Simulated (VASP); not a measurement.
**W: relaxation of cell and atoms with PBEsol**

Crystal: W.

```
CELL_PARAMETERS angstrom
-1.58234 1.58234 1.58234
1.58234 -1.58234 1.58234
1.58234 1.58234 -1.58234
ATOMIC_POSITIONS crystal
W 0.00000 0.00000 0.00000
```

```yaml
Program: VASP 6.6.1
Task: relaxation of cell and atoms
Functional: PBEsol
Potentials_or_basis: VASP PAW PBE potentials, release 64 (W_sv)
Cutoff: 520 eV
k_mesh: 18 × 18 × 18
Occupations: gaussian, width 0.1 eV
Spin: no spin polarisation
Further_INCAR_settings: ALGO = Normal; EDIFF = 1e-07; IBRION = 2; EDIFFG = -0.002; NSW = 80; ISIF = 3
```

- Relaxed volume: 15.72 Å³/atom
- Relaxed cell: a = 2.734 Å, b = 2.734 Å, c = 2.734 Å, α = 109.47°, β = 109.47°, γ = 109.47°
- Space group after relaxing (to 0.05 Å): Im-3m (No. 229)
- Energy gained by relaxing: 1.0 meV/atom
- Ionic steps: 6
- Pressure after relaxing: 0.0 GPa
- Band gap on the k mesh: none (metal or under the smearing width)

Step by step:
| step | energy change (eV) | largest force (eV/Å) | pressure (GPa) | volume (Å³) |
| --- | --- | --- | --- | --- |
| 1 | 0.0000 | 0.0000 | -2.54 | 15.85 |
| 2 | 0.0126 | 0.0000 | 10.06 | 15.28 |
| 3 | -0.0010 | 0.0000 | -0.03 | 15.72 |
| 4 | -0.0010 | 0.0000 | 0.03 | 15.72 |
| 5 | -0.0010 | 0.0000 | -0.07 | 15.73 |
| 6 | -0.0010 | 0.0000 | 0.00 | 15.72 |

Final structure:
```
W
1.0
    -1.57821    1.57821    1.57821
     1.57821   -1.57821    1.57821
     1.57821    1.57821   -1.57821
W
1
Direct
  0.00000 0.00000 0.00000
```

Levels at points of the mesh, in eV from the Fermi level:
| k point | band 5 | band 6 | band 7 | band 8 | band 9 | band 10 |
| --- | --- | --- | --- | --- | --- | --- |
| (0.00, 0.00, 0.00) | -9.69 | -1.24 | -1.24 | -1.24 | 2.26 | 2.26 |
| (0.50, 0.00, 0.00) | -6.34 | -3.61 | 0.73 | 2.17 | 3.15 | 6.25 |
| (0.50, 0.50, 0.50) | -5.91 | -5.91 | 5.25 | 5.25 | 5.25 | 8.33 |

Run time: 15 s on 4 MPI ranks on Intel(R) Xeon(R) 6975P-C (Granite Rapids), on a shared host, peak memory 0.15 GiB a rank.

Caveat: the PAW data sets were made with another functional, which shifts forces and pressure a little. Spin-orbit coupling is left out, which matters for the levels of W.
